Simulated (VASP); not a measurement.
# Si (P6/mmm) in VASP: a series of runs, part 2 of 2

VASP 6.6.1. Earlier steps stand in the parts before.

### 4 Relaxation of cell and atoms, r2SCAN, target pressure 15.8 GPa, at which the enthalpy is minimised

Input file INCAR:

```
SYSTEM = Si
PREC = Accurate ; ENCUT = 600
EDIFF = 1E-6 ; ISMEAR = 1
SIGMA = 0.1 ; LREAL = .False.
LASPH = .True. ; NELM = 80
ALGO = Normal ; ISIF = 3
LWAVE = .False. ; LCHARG = .False.
METAGGA = R2SCAN ; LMIXTAU = .True.
IBRION = 2 ; NSW = 90
EDIFFG = -0.01 ; PSTRESS = 158.0
```

Input file KPOINTS:

```
Automatic mesh
0
Gamma
  18 18 15
  0 0 0
```

Input file POSCAR:

```
Si
1.0
    2.6205428149      0.0000000000      0.0000000000
   -1.3102714075      2.2694566494      0.0000000000
    0.0000000000      0.0000000000      2.4663543900
Si
1
Direct
    0.0000000000      0.0000000000      0.0000000000
```

Potentials or basis: VASP PAW PBE potentials, release 64 (Si).

On the command line:

```console
$ cat potpaw_PBE.64/Si/POTCAR > POTCAR
$ mpirun -np 1 vasp_std > vasp.out
```

OUTCAR:

```text
SYSTEM = Si
   PREC = Accurate
   ENCUT = 600
   EDIFF = 1E-6
   ISMEAR = 1
   LREAL = .False.
   LASPH = .True.
   NELM = 80
   ISIF = 3
   METAGGA = R2SCAN
   IBRION = 2
   NSW = 90
   EDIFFG = -0.01
   PSTRESS = 158.0

 ion  position               nearest neighbor table
   1  0.000  0.000  0.000-

  LATTYP: Found a hexagonal cell.
 ALAT       =     2.6205428149
 C/A-ratio  =     0.9411616463

  Lattice vectors:

 A1 = (   2.6205428149,   0.0000000000,   0.0000000000)
 A2 = (  -1.3102714075,   2.2694566494,   0.0000000000)
 A3 = (   0.0000000000,   0.0000000000,   2.4663543900)

Analysis of symmetry for initial positions (statically):
=====================================================================
 Subroutine PRICEL returns:
 Original cell was already a primitive cell.

 Routine SETGRP: Setting up the symmetry group for a
 hexagonal supercell.

 Subroutine GETGRP returns: Found 24 space group operations
 (whereof 24 operations were pure point group operations)
 out of a pool of 24 trial point group operations.

The static configuration has the point symmetry D_6h.

Analysis of symmetry for dynamics (positions and initial velocities):
=====================================================================
 Subroutine PRICEL returns:
 Original cell was already a primitive cell.

 Routine SETGRP: Setting up the symmetry group for a
 hexagonal supercell.

 Subroutine GETGRP returns: Found 24 space group operations
 (whereof 24 operations were pure point group operations)
 out of a pool of 24 trial point group operations.

The dynamic configuration has the point symmetry D_6h.

 Subroutine INISYM returns: Found 24 space group operations
 (whereof 24 operations are pure point group operations),
 and found     1 'primitive' translations

----------------------------------------------------------------------------------------

                                     Primitive cell

  volume of cell :      14.6679

  direct lattice vectors                    reciprocal lattice vectors
     2.620542815  0.000000000  0.000000000     0.381600329  0.220317053  0.000000000
    -1.310271407  2.269456649  0.000000000     0.000000000  0.440634105  0.000000000
     0.000000000  0.000000000  2.466354390     0.000000000  0.000000000  0.405456736

  length of vectors
     2.620542815  2.620542815  2.466354390     0.440634105  0.440634105  0.405456736

  position of ions in fractional coordinates (direct lattice)
     0.000000000  0.000000000  0.000000000

  ion indices of the primitive-cell ions
   primitive index   ion index
                 1           1

----------------------------------------------------------------------------------------

 KPOINTS: Automatic mesh

Automatic generation of k-mesh.
 Grid dimensions read from file:
 generate k-points for:   18   18   15

 Generating k-lattice:

  Cartesian coordinates                     Fractional coordinates (reciprocal lattice)
     0.021200018  0.012239836  0.000000000     0.055555556  0.000000000  0.000000000
     0.000000000  0.024479673  0.000000000     0.000000000  0.055555556  0.000000000
     0.000000000  0.000000000  0.027030449     0.000000000  0.000000000  0.066666667

  Length of vectors
     0.024479673  0.024479673  0.027030449

  Shift w.r.t. Gamma in fractional coordinates (k-lattice)
     0.000000000  0.000000000  0.000000000

 Subroutine IBZKPT returns following result:
 ===========================================

 Found    296 irreducible k-points:

 Following reciprocal coordinates:
            Coordinates               Weight
  0.000000  0.000000  0.000000      1.000000
  0.055556  0.000000  0.000000      6.000000
  0.111111  0.000000  0.000000      6.000000
  0.166667  0.000000  0.000000      6.000000
  0.222222  0.000000  0.000000      6.000000
  0.277778  0.000000  0.000000      6.000000
[... 16 lines left out ...]
  0.333333  0.111111  0.000000     12.000000
  0.388889  0.111111  0.000000     12.000000
 [... further k-points ...]
   k-points           NKPTS =    296   k-points in BZ     NKDIM =    296   number of bands    NBANDS=      6
   number of dos      NEDOS =    301   number of ions     NIONS =      1
   total plane-waves  NPLWV =  11520
   dimension x,y,z NGX =    24 NGY =   24 NGZ =   20
   dimension x,y,z NGXF=    48 NGYF=   48 NGZF=   40
   ions per type =               1
   NGX,Y,Z   is equivalent  to a cutoff of  15.23, 15.23, 13.48 a.u.
   NGXF,Y,Z  is equivalent  to a cutoff of  30.45, 30.45, 26.96 a.u.
 SYSTEM =  Si
   PREC   = accura    normal or accurate (medium, high low for compatibility)
   ISTART =      0    job   : 0-new  1-cont  2-samecut
   ICHARG =      2    charge: 1-file 2-atom 10-const
   ISPIN  =      1    spin polarized calculation?
   LNONCOLLINEAR =      F non collinear calculations
   LSORBIT =      F    spin-orbit coupling
   LASPH  =      T    aspherical Exc in radial PAW
   ENCUT  =  600.0 eV  44.10 Ry    6.64 a.u.   5.23  5.23  4.93*2*pi/ulx,y,z
   NELM   =     80;   NELMIN=  2; NELMDL= -5     # of ELM steps
   EDIFF  = 0.1E-05   stopping-criterion for ELM
   LREAL  =      F    real-space projection
   EDIFFG = -.1E-01   stopping-criterion for IOM
   NSW    =     90    number of steps for IOM
   IBRION =      2    ionic relax: 0-MD 1-quasi-New 2-CG
   NFREE  =      1    steps in history (QN), initial steepest desc. (CG)
   ISIF   =      3    stress and relaxation
   ISYM   =      2    0-nonsym 1-usesym 2-fastsym
   POTIM  = 0.5000    time-step for ionic-motion
   TEBEG  =    0.0;   TEEND  =   0.0 temperature during run
   PSTRESS=  158.0 pullay stress
   NELECT =       4.0000    total number of electrons
   NUPDOWN=      -1.0000    fix difference up-down
   EMIN   =  10.00;   EMAX   =-10.00  energy-range for DOS
   EFERMI =   0.00;   METHOD = LEGACY
   ISMEAR =     1;   SIGMA  =   0.10  broadening in eV -4-tet -1-fermi 0-gaus
   EFERMI_NEDOS =   21; number of points for ismear=-14 and -15
   IALGO  =     38    algorithm
   IMIX   =      4    mixing-type and parameters
     AMIX     =   0.40;   BMIX     =  1.00
     AMIX_MAG =   1.60;   BMIX_MAG =  1.00
  volume/ion in A,a.u.               =      14.67        98.98
  Fermi-wavevector in a.u.,A,eV,Ry     =   1.061627  2.006184 15.334472  1.127052
  Thomas-Fermi vector in A             =   2.197050
   LORBIT       =      0    0 simple, 1 ext, 2 COOP (PROOUT), +10 PAW based schemes
   METAGGA = R2SCAN    functional components
   LHFCALC =     F    Hartree Fock is set to
   AEXX    =    0.0000 exact exchange contribution
   IVDW    =     0    specifies the selected vdW correction
   LEPSILON=     F    determine dielectric tensor
   LRPA    =     F    only Hartree local field effects (RPA)
 conjugate gradient relaxation of ions
 non-spin polarized calculation
 Methfessel and Paxton  Order N= 1 SIGMA  =   0.10
  energy-cutoff  :      600.00
  volume of cell :       14.67
 maximum number of plane-waves:       498
 NGX is ok and might be reduce to    24
   NGX = 11   NGY = 11   NGZ =  9

--------------------------------------- Ionic step        1  -------------------------------------------

 number of electron       4.0000000 magnetization

 Free energy of the ion-electron system (eV)
  ---------------------------------------------------
  ext. energy  EPLUGINS =         0.00000000
  ---------------------------------------------------
  free energy    TOTEN  =        -8.32712756 eV

  energy without entropy =       -8.32705195  energy(sigma->0) =       -8.32710236

 E-fermi :   9.7779     XC(G=0): -11.6658

 val. band max:        9.7705664629   @ k =   0.3889   0.1667   0.0000
 cond. band min:       9.8025571043   @ k =   0.3333   0.2222   0.4667
 fundamental gap:      0.0319906414
 Fermi energy:         9.7778624003

 k-point     1 :       0.0000    0.0000    0.0000
  band No.  band energies     occupation
      1      -5.2088      2.00000
      2      17.5829      0.00000
      3      18.1432      0.00000
      4      20.7829      0.00000
      5      20.7829      0.00000
      6      22.7292      0.00000

 k-point     2 :       0.0556    0.0000    0.0000
  band No.  band energies     occupation
      1      -5.1171      2.00000
      2      17.2374      0.00000
      3      18.2210      0.00000
      4      20.0939      0.00000
      5      20.0944      0.00000
      6      22.8140      0.00000
[... 380 lines left out ...]
  enthalpy is  TOTEN    =        -6.9424408992 eV   P V=        1.3169123281

--------------------------------------- Ionic step        6  -------------------------------------------

 number of electron       4.0000000 magnetization

 Free energy of the ion-electron system (eV)
  ---------------------------------------------------
  ext. energy  EPLUGINS =         0.00000000
  ---------------------------------------------------
  free energy    TOTEN  =        -8.25935304 eV

  energy without entropy =       -8.25938245  energy(sigma->0) =       -8.25936284

 E-fermi :  11.0839     XC(G=0): -12.0920

 val. band max:       11.0812558193   @ k =   0.3889   0.0556   0.4000
 cond. band min:      11.0992756400   @ k =   0.4444   0.0000   0.4000
 fundamental gap:      0.0180198207
 Fermi energy:        11.0838943160

 k-point     1 :       0.0000    0.0000    0.0000
  band No.  band energies     occupation
      1      -4.8544      2.00000
      2      18.8978      0.00000
      3      20.0358      0.00000
      4      23.2340      0.00000
      5      23.2340      0.00000
      6      24.4174      0.00000

 k-point     2 :       0.0556    0.0000    0.0000
  band No.  band energies     occupation
      1      -4.7565      2.00000
      2      18.6320      0.00000
      3      20.1185      0.00000
      4      22.0897      0.00000
      5      22.2829      0.00000
      6      24.7887      0.00000
[... 226 lines left out ...]
  FREE ENERGIE OF THE ION-ELECTRON SYSTEM (eV)
  ---------------------------------------------------
  free  energy   TOTEN  =        -8.2593530431 eV

  energy  without entropy=       -8.2593824478  energy(sigma->0) =       -8.25936284

  enthalpy is  TOTEN    =        -6.9424476920 eV   P V=        1.3169053512

 reached required accuracy - stopping structural energy minimisation
```

OSZICAR:

```text
N       E                     dE             d eps       ncg     rms          rms(c)
DAV:   1    -0.435100488545E+01   -0.43510E+01   -0.20253E+03  3714   0.597E+02
DAV:   2    -0.880318336415E+01   -0.44522E+01   -0.41135E+01  5046   0.479E+01
DAV:   3    -0.884170290905E+01   -0.38520E-01   -0.38513E-01  4296   0.493E+00
[... 46 lines left out ...]
       N       E                     dE             d eps       ncg     rms          rms(c)
DAV:   1    -0.825935696638E+01   -0.37097E-05   -0.22008E-04  4368   0.878E-02    0.102E-02
DAV:   2    -0.825935426734E+01    0.26990E-05   -0.50997E-06  4080   0.191E-02    0.545E-03
DAV:   3    -0.825935307164E+01    0.11957E-05   -0.36325E-06  3612   0.124E-02    0.463E-04
DAV:   4    -0.825935304312E+01    0.28523E-07   -0.19723E-07  1860   0.488E-03
   6 F= -.69424477E+01 E0= -.69424575E+01  d E =-.142593E-04
```

Run time: 2.3 min. Hardware: 1 thread of Intel Xeon 6975P-C (Granite Rapids), shared host; peak memory 0.15 GiB.

Results:

| Property | Result |
| --- | --- |
| Free energy | -8.2594 eV |
| Relaxed volume | 13.35 Å³/atom |
| Relaxed cell | a = 2.538 Å, b = 2.538 Å, c = 2.394 Å, α = 90.00°, β = 90.00°, γ = 120.00° |
| Space group after relaxing (to 0.05 Å) | P6/mmm (No. 191) |
| Energy change on relaxing (the enthalpy is what falls) | +67.8 meV/atom |
| Ionic steps | 6 |
| Pressure after relaxing | 15.8 GPa |
| Band gap on the k mesh | none (metal or under the smearing width) |

Step by step:
| step | energy change (eV) | largest force (eV/Å) | pressure (GPa) | volume (Å³) |
| --- | --- | --- | --- | --- |
| 1 | 0.0000 | 0.0000 | 1.72 | 14.67 |
| 2 | 0.2702 | 0.0000 | 37.55 | 12.10 |
| 3 | 0.0649 | 0.0000 | 15.35 | 13.38 |
| 4 | 0.0678 | 0.0000 | 15.83 | 13.35 |
| 5 | 0.0678 | 0.0000 | 15.79 | 13.35 |
| 6 | 0.0678 | 0.0000 | 15.80 | 13.35 |

Final structure:
```yaml
crystal:
  lattice:
    - [2.53784, 0.00000, 0.00000]
    - [-1.26892, 2.19784, 0.00000]
    - [0.00000, 0.00000, 2.39413]
  atoms:
    - { symbol: Si, position: [0.00000, 0.00000, 0.00000] }
```

Caveat: the cell is relaxed towards a set pressure, so the enthalpy falls and the energy may rise; the PAW data sets were made with another functional, which shifts forces and pressure a little.

### 5 Relaxation of cell and atoms, r2SCAN, target pressure 15.8 GPa, at which the enthalpy is minimised

This run uses another cell than the first one, of 13.35 Å³/atom, 0.910 times its volume.

Input file INCAR:

```
SYSTEM = Si
PREC = Accurate ; ENCUT = 600
EDIFF = 1E-7 ; ISMEAR = 1
SIGMA = 0.1 ; LREAL = .False.
LASPH = .True. ; NELM = 80
ALGO = Normal ; ISIF = 3
LWAVE = .False. ; LCHARG = .False.
METAGGA = R2SCAN ; LMIXTAU = .True.
IBRION = 2 ; NSW = 90
EDIFFG = -0.005 ; PSTRESS = 158.0
```

KPOINTS is that of step 4.

Input file POSCAR:

```
Si                                      
1.0
    2.5378442489     -0.0000000000      0.0000000000
   -1.2689221245      2.1978375904     -0.0000000000
   -0.0000000000      0.0000000000      2.3941287147
  Si            
     1
Direct
     0.0000000000000000    0.0000000000000000    0.0000000000000000
```

On the command line:

```console
$ cat potpaw_PBE.64/Si/POTCAR > POTCAR
$ mpirun -np 1 vasp_std > vasp.out
```

Wall time 56 s (1 thread of Intel Xeon 6975P-C (Granite Rapids), shared host); peak memory 0.13 GiB.

Results (log left out):

```yaml
Free_energy: -8.2593 eV
Pressure_after_relaxing: 15.8 GPa
Band_gap_on_the_k_mesh: none (metal or under the smearing width)
```

Final structure:
```
Si
1.0
     2.53784    0.00000    0.00000
    -1.26892    2.19784    0.00000
     0.00000    0.00000    2.39413
Si
1
Direct
  0.00000 0.00000 0.00000
```

Levels at points of the mesh, in eV from the Fermi level:
| k point | band 1 | band 2 | band 3 | band 4 | band 5 |
| --- | --- | --- | --- | --- | --- |
| (0.00, 0.00, 0.00) | -15.94 | 7.81 | 8.95 | 12.15 | 12.15 |
| (0.50, 0.00, 0.00) | -8.34 | -7.98 | 5.92 | 6.86 | 14.95 |

Caveat: the relaxation stopped at its first step, so nothing moved; the cell is relaxed towards a set pressure, so the enthalpy falls and the energy may rise; the PAW data sets were made with another functional, which shifts forces and pressure a little.

### 6 Relaxation of cell and atoms, PBEsol

Input file INCAR:

```
ALGO = Normal
EDIFF = 1E-6
EDIFFG = -0.01
ENCUT = 600
GGA = PS
IBRION = 2
ISIF = 3
ISMEAR = 1
LASPH = True
LCHARG = False
LREAL = False
LWAVE = False
NELM = 80
NSW = 90
PREC = Accurate
SIGMA = 0.1
```

Input file KPOINTS:

```
k-points
0
Gamma
  18 18 15
```

Input file POSCAR:

```
Si
1.0
    2.6205428149      0.0000000000      0.0000000000
   -1.3102714075      2.2694566494      0.0000000000
    0.0000000000      0.0000000000      2.4663543900
Si
1
Direct
    0.0000000000      0.0000000000      0.0000000000
```

Potentials or basis: VASP PAW PBE potentials, release 64 (Si).

On the command line:

```console
$ cat potpaw_PBE.64/Si/POTCAR > POTCAR
$ mpirun -np 1 vasp_std > vasp.out
```

Run time: 20 s. Hardware: 1 thread of Intel Xeon Platinum 8488C (Sapphire Rapids), shared host; peak memory 0.14 GiB.

It converged, with:

- Free energy: -5.5502 eV
- Relaxed volume: 14.77 Å³/atom
- Relaxed cell: a = 2.621 Å, b = 2.621 Å, c = 2.482 Å, α = 90.00°, β = 90.00°, γ = 120.00°
- Space group after relaxing (to 0.05 Å): P6/mmm (No. 191)
- Energy gained by relaxing: 0.5 meV/atom
- Ionic steps: 5
- Pressure after relaxing: 0.0 GPa
- Band gap on the k mesh: none (metal or under the smearing width)

Stress tensor (GPa, compression positive):
```
 0.05  0.00  0.00
 0.00  0.05  0.00
 0.00  0.00 -0.06
```

The path:
```tsv
step	energy change (eV)	largest force (eV/Å)	pressure (GPa)	volume (Å³)
1	0.0000	0.0000	0.78	14.67
2	-0.0004	0.0000	-0.42	14.82
3	-0.0005	0.0000	-0.09	14.78
4	-0.0005	0.0000	-0.10	14.78
5	-0.0005	0.0000	0.01	14.77
```

Final structure:
```
CELL_PARAMETERS angstrom
2.62115 0.00000 0.00000
-1.31058 2.26998 0.00000
0.00000 0.00000 2.48155
ATOMIC_POSITIONS crystal
Si 0.00000 0.00000 0.00000
```

Levels at points of the mesh, in eV from the Fermi level:
```csv
k point,band 1,band 2,band 3,band 4,band 5,band 6
"(0.00, 0.00, 0.00)",-14.13,7.42,7.72,10.36,10.36,12.26
"(0.50, 0.00, 0.00)",-7.60,-6.83,5.15,6.52,12.61,14.91
```

Caveat: the PAW data sets were made with another functional, which shifts forces and pressure a little.

### 7 Overview

| level | cell | target pressure | gap on the mesh (eV) | pressure (GPa) |
| --- | --- | --- | --- | --- |
| PBE | relaxed to 15.8 GPa | 15.8 GPa | none | 15.8 |
| r2SCAN | relaxed to 15.8 GPa | 15.8 GPa | none | 15.8 |
| PBEsol | relaxed | - | none | 0.0 |

Alike in all rows: task relaxation of cell and atoms; potentials or basis VASP PAW PBE potentials, release 64 (Si); no spin polarisation; k mesh 18 × 18 × 15; cutoff (eV) 600; smearing methfessel-paxton 0.1 eV.

Caveats: the cell is relaxed towards a set pressure, so the enthalpy falls and the energy may rise (some runs); the PAW data sets were made with another functional, which shifts forces and pressure a little (some runs); the relaxation stopped at its first step, so nothing moved (some runs).

Absolute energies hang on the potentials; compare differences alone.
